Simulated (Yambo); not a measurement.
Here is a Yambo 5.3.0 calculation.

File g0w04.in:

```
gw0
dyson
el_el_corr
rim_cut
HF_and_locXC
ppa
em1d
RandQpts= 1000000
RandGvec= 50 RL
EXXRLvcs= 84 Ry
VXCRLvcs= 84 Ry
Chimod= "HARTREE"
% BndsRnXp
 1 | 228 |
%
NGsBlkXp= 8 Ry
% LongDrXp
 1 | 1 | 1 |
%
PPAPntXp= 27.21138 eV
% GbndRnge
 1 | 68 |
%
GTermKind= "BG"
DysSolver= "n"
ExtendOut
% QPkrange
 1 | 1 | 23 | 32 |
 8 | 8 | 23 | 32 |
%
```

File scf.in:

```
&CONTROL
  calculation = 'scf'
  prefix = 'pwscf'
  outdir = './tmp'
  pseudo_dir = './pseudo'
/
&SYSTEM
  ibrav = 0
  nat = 2
  ntyp = 2
  ecutwfc = 84
  nbnd = 42
  occupations = 'smearing'
  smearing = 'fd'
  degauss = 0.00367493
  noncolin = .true.
  lspinorb = .true.
  force_symmorphic = .true.
/
&ELECTRONS
  conv_thr = 4d-10
  electron_maxstep = 120
  mixing_beta = 0.5
/
ATOMIC_SPECIES
In   114.8180 In.upf
As    74.9216 As.upf
CELL_PARAMETERS angstrom
   0.0000000000    3.0180000000    3.0180000000
   3.0180000000    0.0000000000    3.0180000000
   3.0180000000    3.0180000000    0.0000000000
ATOMIC_POSITIONS crystal
In     0.0000000000    0.0000000000    0.0000000000
As     0.7500000000    0.7500000000    0.7500000000
K_POINTS automatic
8 8 8 0 0 0
```

Contents of nscf.in:

```
&CONTROL
  calculation = 'nscf'
  prefix = 'pwscf'
  outdir = './tmp'
  pseudo_dir = './pseudo'
/
&SYSTEM
  ibrav = 0
  nat = 2
  ntyp = 2
  ecutwfc = 84
  nbnd = 228
  occupations = 'smearing'
  smearing = 'fd'
  degauss = 0.00367493
  noncolin = .true.
  lspinorb = .true.
  force_symmorphic = .true.
/
&ELECTRONS
  conv_thr = 1d-08
  diago_full_acc = .true.
  diago_thr_init = 1d-06
/
ATOMIC_SPECIES
In   114.8180 In.upf
As    74.9216 As.upf
CELL_PARAMETERS angstrom
   0.0000000000    3.0180000000    3.0180000000
   3.0180000000    0.0000000000    3.0180000000
   3.0180000000    3.0180000000    0.0000000000
ATOMIC_POSITIONS crystal
In     0.0000000000    0.0000000000    0.0000000000
As     0.7500000000    0.7500000000    0.7500000000
K_POINTS automatic
4 4 4 0 0 0
```

Potentials or basis: PseudoDojo 0.4 FR PBEsol standard.

Command:

```bash
$ OMP_NUM_THREADS=1 pw.x -in scf.in > scf.out
$ OMP_NUM_THREADS=1 pw.x -in nscf.in > nscf.out
$ cd tmp/pwscf.save; p2y; mv SAVE ../..; cd ../..
$ OMP_NUM_THREADS=1 yambo
$ mkdir -p g0w04; ln -s $PWD/g0w00/ndb.pp* g0w04/
$ mkdir -p g0w04; ln -s $PWD/g0w00/ndb.RIM g0w04/
$ OMP_NUM_THREADS=1 yambo -F g0w04.in -J g0w04 -C g0w04_out
```

(1) What does it give for the band gap on the k mesh, mean-field level?

Results:

(1) none (metal or under the smearing width).

Caveat: the k mesh is coarse (spacing up to 0.45 Å⁻¹), so the values aren't converged; the potentials hold a filled d shell without the s and p states of that shell, which can shift GW gaps by tenths of an eV, either way; the plasmon-pole model is rough for a metal; the ground state has no gap, which makes the many-body step unreliable; this version prints the column dSc/dw multiplied by 27.2; the terminator is approximate in this version, by hundredths of an eV; this crystal is a semiconductor, whose small gap the functional closes, so the metal is an error of the method.
